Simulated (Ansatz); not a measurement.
## Nudged elastic band run: CH₃N₂O, charge -1

Input:

```yaml
crystal:
  periodic: [false, false, false]
  atoms:
    - { symbol: "N", position_ang: [-0.850878, 1.017073, -0.320854] }
    - { symbol: C, position_ang: [-0.233777, -0.157525, -0.298115] }
    - { symbol: "N", position_ang: [1.080155, -0.089844, 0.346688] }
    - { symbol: O, position_ang: [-0.560522, -1.295212, -0.741001] }
    - { symbol: H, position_ang: [-1.714946, 0.829761, -0.845885] }
    - { symbol: H, position_ang: [1.062847, 0.669522, 1.025951] }
    - { symbol: H, position_ang: [1.21712, -0.973786, 0.833206] }
total_charge: -1
basis:
  gaussian: { orbitals: "6-31G*" }
hamiltonian:
  xc: r2scan
  dispersion: d4
neb:
  order_check: false
  images: 7
  f_tol: 0.05
  max_iterations: 60
  final_atoms:
    - { symbol: "N", position_ang: [-0.8623552, 1.0129817, -0.30509988] }
    - { symbol: C, position_ang: [-0.31848868, -0.19042485, -0.1740918] }
    - { symbol: "N", position_ang: [0.75122323, -0.21863582, 0.82732207] }
    - { symbol: O, position_ang: [-0.5655026, -1.29688741, -0.73228034] }
    - { symbol: H, position_ang: [-1.61989171, 0.86659111, -0.98499934] }
    - { symbol: H, position_ang: [1.16764543, 0.71052781, 0.87354594] }
    - { symbol: H, position_ang: [1.44736853, -0.88416354, 0.49559335] }
  initial_path:
    images:
      - { positions_ang: [[-0.850878, 1.017073, -0.320854], [-0.233777, -0.157525, -0.298115], [1.080155, -0.089844, 0.346688], [-0.560522, -1.295212, -0.741001], [-1.714946, 0.829761, -0.845885], [1.062847, 0.669522, 1.025951], [1.21712, -0.973786, 0.833206]] }
      - { positions_ang: [[-0.85913323, 1.00316059, -0.31141748], [-0.24467018, -0.16527367, -0.28233297], [1.03973115, -0.10234588, 0.40797965], [-0.55661482, -1.29219808, -0.74875414], [-1.70665522, 0.84756951, -0.86525811], [1.0789246, 0.70254088, 0.99505169], [1.24841672, -0.99346435, 0.80472137]] }
      - { positions_ang: [[-0.86738847, 0.98924817, -0.30198096], [-0.25556337, -0.17302233, -0.26655093], [0.99930729, -0.11484776, 0.4692713], [-0.55270765, -1.28918416, -0.75650729], [-1.69836445, 0.86537802, -0.88463122], [1.09500221, 0.73555977, 0.96415237], [1.27971343, -1.0131427, 0.77623673]] }
      - { positions_ang: [[-0.8756437, 0.97533576, -0.29254444], [-0.26645655, -0.180771, -0.2507689], [0.95888344, -0.12734965, 0.53056294], [-0.54880047, -1.28617024, -0.76426043], [-1.69007367, 0.88318653, -0.90400433], [1.11107981, 0.76857865, 0.93325306], [1.31101015, -1.03282106, 0.7477521]] }
      - { positions_ang: [[-0.88389894, 0.96142335, -0.28310792], [-0.27734974, -0.18851967, -0.23498687], [0.91845959, -0.13985153, 0.59185459], [-0.54489329, -1.28315633, -0.77201358], [-1.68178289, 0.90099504, -0.92337744], [1.12715741, 0.80159754, 0.90235375], [1.34230687, -1.05249941, 0.71926747]] }
      - { positions_ang: [[-0.878513, 0.97431294, -0.28860591], [-0.28763447, -0.18899596, -0.2197631], [0.8766505, -0.1595476, 0.65072146], [-0.55004562, -1.2865891, -0.76208027], [-1.6663101, 0.89239406, -0.93878291], [1.13727942, 0.7788301, 0.8951518], [1.36857228, -1.01041544, 0.66334894]] }
      - { positions_ang: [[-0.87312707, 0.98720252, -0.2941039], [-0.29791921, -0.18947226, -0.20453933], [0.83484141, -0.17924367, 0.70958833], [-0.55519795, -1.29002187, -0.75214696], [-1.6508373, 0.88379308, -0.95418839], [1.14740142, 0.75606267, 0.88794984], [1.3948377, -0.96833147, 0.60743041]] }
      - { positions_ang: [[-0.86774114, 1.00009211, -0.29960189], [-0.30820394, -0.18994855, -0.18931557], [0.79303232, -0.19893975, 0.7684552], [-0.56035027, -1.29345464, -0.74221365], [-1.63536451, 0.8751921, -0.96959386], [1.15752342, 0.73329524, 0.88074789], [1.42110312, -0.92624751, 0.55151188]] }
      - { positions_ang: [[-0.8623552, 1.0129817, -0.30509988], [-0.31848868, -0.19042485, -0.1740918], [0.75122323, -0.21863582, 0.82732207], [-0.5655026, -1.29688741, -0.73228034], [-1.61989171, 0.86659111, -0.98499934], [1.16764543, 0.71052781, 0.87354594], [1.44736853, -0.88416354, 0.49559335]] }
```

Command:

```bash
$ ansatz run input.yaml --threads 1 --pin off --max-ram 2048MiB --backend cpu --events-out ev --progress --plain --runs-dir out
```

Output, in part (warnings, iteration lines, the closing report on the highest movable image, with atoms numbered from 0):

```
NEB end point (image 0): max|allowed force component| = 9.697e-3 eV/Å (the criterion of neb.relax_end_points is 1.000e-2)
NEB end point (image 8): max|allowed force component| = 1.035e-2 eV/Å (the criterion of neb.relax_end_points is 1.000e-2)
NEB iter   1: max|band force component| = 2.237e0 eV/Å  barrier→ = 0.3831 eV  barrier← = 0.3831 eV  Δτ_max = 0.0517 Å  (248 SCF iters)
NEB iter   2: max|band force component| = 1.220e0 eV/Å  barrier→ = 0.2579 eV  barrier← = 0.2579 eV  Δτ_max = 0.0800 Å  (217 SCF iters)
NEB iter   3: max|band force component| = 6.021e-1 eV/Å  barrier→ = 0.1882 eV  barrier← = 0.1882 eV  Δτ_max = 0.0553 Å  (212 SCF iters)
NEB iter   4: max|band force component| = 6.470e-1 eV/Å  barrier→ = 0.1900 eV  barrier← = 0.1900 eV  Δτ_max = 0.0278 Å  (215 SCF iters)
NEB iter   5: max|band force component| = 9.205e-2 eV/Å  barrier→ = 0.1827 eV  barrier← = 0.1827 eV  CI = image 4  Δτ_max = 0.0045 Å  (220 SCF iters)
NEB iter   6: max|band force component| = 2.964e-2 eV/Å  barrier→ = 0.1825 eV  barrier← = 0.1825 eV  CI = image 4  Δτ_max = 0.0000 Å  (570 SCF iters)
Total energy: -6109.62423074 eV, -224.5245492277 hartree
Atom 0 at    -0.882630     1.026399    -0.340648 Å, force    -0.006391    -0.002668     0.011585 eV/Å
Atom 1 at    -0.293143    -0.162629    -0.244096 Å, force    -0.017635    -0.012820    -0.021714 eV/Å
Atom 2 at     0.880124    -0.137337     0.567229 Å, force    -0.002644     0.005535     0.003214 eV/Å
Atom 3 at    -0.583406    -1.294165    -0.736843 Å, force     0.006901     0.012982     0.005451 eV/Å
Atom 4 at    -1.696915     0.841691    -0.939292 Å, force     0.003555     0.000204    -0.004513 eV/Å
Atom 5 at     1.180664     0.717911     1.006469 Å, force     0.014674    -0.005535    -0.002790 eV/Å
Atom 6 at     1.395306    -0.991881     0.687171 Å, force     0.001540     0.002301     0.008767 eV/Å
Dipole moment:     0.501183    -0.084749     0.323779 e Å
```

It converged. A vibrational analysis at the climbing image gives one clearly imaginary mode, 668i cm⁻¹: a first-order saddle point. Limits of this set-up: an anion without diffuse functions, the dipole of an ion depends on the origin.

Final band (atoms are numbered from 1 in the order of the input):

```tsv
image	path coordinate (Å)	energy (kcal/mol)	height of N3 over the plane of its neighbours (Å)
0	0.00	0.0	0.40
1	0.11	0.4	0.35
2	0.23	1.7	0.24
3	0.34	3.4	0.13
4	0.46	4.2	0.00
5	0.57	3.5	-0.12
6	0.68	1.8	-0.24
7	0.79	0.4	-0.34
8	0.91	0.0	-0.40
```

The run took 2.3 min on 1 thread of Arm Neoverse V1 (shared host), peak memory 0.12 GiB.
